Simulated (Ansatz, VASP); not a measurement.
MgS: VASP beside Ansatz

```
CELL_PARAMETERS angstrom
2.56266 2.56266 0.00000
-2.56266 2.56266 0.00000
0.00000 0.00000 5.49286
ATOMIC_POSITIONS crystal
Mg 0.00000 0.00000 0.00000
Mg 0.50000 0.50000 0.50000
S 0.50000 0.50000 0.00000
S 0.00000 0.00000 0.50000
```

Change from the starting cell: uniaxial strain along c, a, b and atoms relaxed: +6.0 %.

Alike in both runs: functional PBEsol; k mesh 6 × 6 × 6; occupations gaussian, width 0.02 eV; no spin polarisation.

Ansatz relaxed the structure, and its values are those at the end. VASP's run is a single point on that final structure, the one shown.

|  | VASP | Ansatz |
| --- | --- | --- |
| version | VASP 6.6.1 | Ansatz 0.2.0 |
| potentials or method | VASP PAW PBE potentials, release 64 (Mg, S) | scalar-relativistic, plane waves, PAW |
| plane-wave cutoff (eV) | 520 | 420 |
| valence electrons in the cell | 16 | 32 |

|  | VASP | Ansatz | Ansatz less VASP |
| --- | --- | --- | --- |
| gap on the k mesh at the Fermi level (eV) | 2.42 | 2.42 | -0.001 |
| least direct gap on the mesh (eV) | 2.79 | 2.78 | -0.002 |
| pressure (GPa) | -2.1 | -1.9 | +0.20 |

The functional is the same, so the differences come from potentials, cutoffs and numerics. The two sets of potentials don't hold the same shells in valence.

Caveats: the PAW data sets were made with another functional, which shifts forces and pressure a little (VASP). A k mesh can miss the band edges.
